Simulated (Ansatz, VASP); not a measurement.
One calculation of Al, two programs

```
Al
1.0
     5.72757    0.00000    0.00000
     4.29567    7.44032    0.00000
     0.00000    0.00000   15.67654
Al
19
Direct
  0.16667 0.11111 0.06379
  0.66667 0.11111 0.06379
  0.16667 0.44444 0.06379
  0.66667 0.44444 0.06379
  0.16667 0.77778 0.06379
  0.66667 0.77778 0.06379
  0.83552 0.22194 0.21133
  0.33105 0.22372 0.21135
  0.83280 0.55613 0.21187
  0.33441 0.55485 0.21214
  0.83513 0.88767 0.21152
  0.33300 0.88934 0.21202
  0.98523 0.00573 0.35716
  0.50821 0.00545 0.35653
  0.00213 0.33213 0.36205
  0.49838 0.33448 0.36021
  0.00157 0.66324 0.36362
  0.51022 0.65385 0.35966
  0.33170 0.89588 0.48749
```

Alike in both runs: functional PBEsol; k mesh 3 × 2 × 1; occupations fermi-dirac, width 0.15 eV; no spin polarisation.

Ansatz relaxed the structure, and its values are those at the end. VASP's run is a single point on that final structure, the one shown.

|  | VASP | Ansatz |
| --- | --- | --- |
| version | VASP 6.6.1 | Ansatz 0.2.0 |
| potentials or method | VASP PAW PBE potentials, release 64 (Al) | scalar-relativistic, plane waves, PAW |
| plane-wave cutoff (eV) | 520 | 420 |
| valence electrons in the cell | 57 | 57 |

```tsv
	VASP	Ansatz	Ansatz less VASP
rms of the force components (eV/Å)	0.023	0.023	-0.0002
```

With one functional, cell and mesh, what is left measures potentials, basis and numerics. Ansatz warned: «xc_potential_rough_in_thin_density».

Caveats: the k mesh is coarse (spacing up to 0.42 Å⁻¹), so the values aren't converged; the PAW data sets were made with another functional, which shifts forces and pressure a little (VASP).
